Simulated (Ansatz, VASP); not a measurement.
One calculation of Al, two programs

File INCAR:

```
SYSTEM = Al
PREC = Accurate ; ENCUT = 520
EDIFF = 1E-8 ; ISMEAR = -1
SIGMA = 0.05 ; LREAL = .FALSE.
LASPH = .TRUE. ; NELM = 80
ALGO = Normal ; ISIF = 2
LWAVE = .FALSE. ; LCHARG = .FALSE.
GGA = PE ; LEFG = .TRUE.
NBANDS = 8
```

The input KPOINTS:

```
Automatic mesh
0
G
  14 14 14
  0 0 0
```

The input POSCAR:

```
Al
1.0
    0.0404796000      2.0442198000      2.0442198000
    2.0442198000      0.0404796000      2.0442198000
    2.0442198000      2.0442198000      0.0404796000
Al
1
Direct
    0.0000000000      0.0000000000      0.0000000000
```

Input for Ansatz:

```yaml
crystal:
  lattice:
    - [0.0404796, 2.0442198, 2.0442198]
    - [2.0442198, 0.0404796, 2.0442198]
    - [2.0442198, 2.0442198, 0.0404796]
  atoms:
    - { symbol: Al, position: [0.0, 0.0, 0.0] }
kpoints:
  mp_grid: { grid: [14, 14, 14] }
scf:
  occupations: { method: fermi_dirac, width: 0.05 }
hamiltonian:
  xc: pbe
  pseudopotentials: { kind: paw }
output:
  forces: true
  stress: true
  eigenvalues: true
  efg: { contact_densities: true }
  write_density: true
  write_potential: true
  elf: true
  volumetric_format: npy
```

Change from the starting cell: equal xy, yz and zx shear strains of +2 %, PAW files.

Alike in both runs: task electric field gradients; functional PBE; k mesh 14 × 14 × 14; occupations fermi-dirac, width 0.05 eV; no spin polarisation.

|  | VASP | Ansatz |
| --- | --- | --- |
| version | VASP 6.6.1 | Ansatz 0.2.0 |
| potentials or method | VASP PAW PBE potentials, release 64 (Al) | PAW with Ansatz's default frozen-core files, scalar-relativistic |
| plane-wave cutoff (eV) | 520 | 420 |
| valence electrons in the cell | 3 | 3 |

|  | VASP | Ansatz | Ansatz less VASP |
| --- | --- | --- | --- |
| pressure (GPa) | -0.5 | -0.5 | +0.04 |
| largest component of the traceless stress (GPa) | 0.18 | 0.18 | +0.004 |
| Vzz of the field gradient on the site that differs most (V/Å²) | 2.8 | 2.7 | -0.14 |
